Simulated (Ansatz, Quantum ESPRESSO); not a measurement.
**One calculation of TiAl, 3 ways**

```xyz
2
Lattice="3.1791 0.0000 0.0000 0.0000 3.1791 0.0000 0.0000 0.0000 3.1791" Properties=species:S:1:pos:R:3 pbc="T T T"
Ti    0.0000    0.0000    0.0000
Al    1.5895    1.5895    1.5895
```

The cell comes from a database or a generator and needn't be the stable form of this composition.

Alike in all runs: task equation of state; functional PBEsol; k mesh 8 × 8 × 8; occupations fermi-dirac, width 0.05 eV; no spin polarisation; no spin-orbit coupling.

```tsv
program and potentials	plane-wave cutoff (eV)	notes	equilibrium volume (Å³/atom)	bulk modulus (GPa)
Ansatz, Ansatz PAW	420	potentials made for PBE, which Ansatz adapts in part	15.73	118.6
Ansatz, all-electron LAPW, scalar-relativistic	-	-	15.73	118.2
Quantum ESPRESSO, GBRV 1.5 PBEsol	612	-	?	?
```

Estimate from the other rows what the run with Quantum ESPRESSO, GBRV 1.5 PBEsol gave.

Equilibrium volume 15.72 Å³/atom; bulk modulus 118.5 GPa. The other rows, which needn't bracket it: equilibrium volume 15.73; bulk modulus 118.2 to 118.6.
